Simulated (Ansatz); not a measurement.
simple cubic against fcc along the alkali metals

All numbers below come from DFT, revPBE, plane waves (420 eV) with PAW, scalar-relativistic (Ansatz). The PAW files were generated under PBE, with cores re-solved for the functional.

Each structure is relaxed within its symmetry, in the lowest magnetic state of the tried starts. Differences under about 8 meV lie within the error of the k-point mesh.

```csv
element,E(simple cubic) − E(fcc) (meV/atom),V(simple cubic) (Å³/atom),V(fcc) (Å³/atom),state of simple cubic,state of fcc
Li,122,21.40,21.12,spin not included,spin not included
Na,117,42.35,39.40,spin not included,spin not included
K,?,?,?,?,?
Rb,94,107.79,99.71,spin not included,spin not included
Cs,90,140.62,128.75,spin not included,spin not included
```

Fill in the row of K.

E(simple cubic) − E(fcc) (meV/atom): 102; V(simple cubic) (Å³/atom): 85.67; V(fcc) (Å³/atom): 80.11; state of simple cubic: spin not included; state of fcc: spin not included.
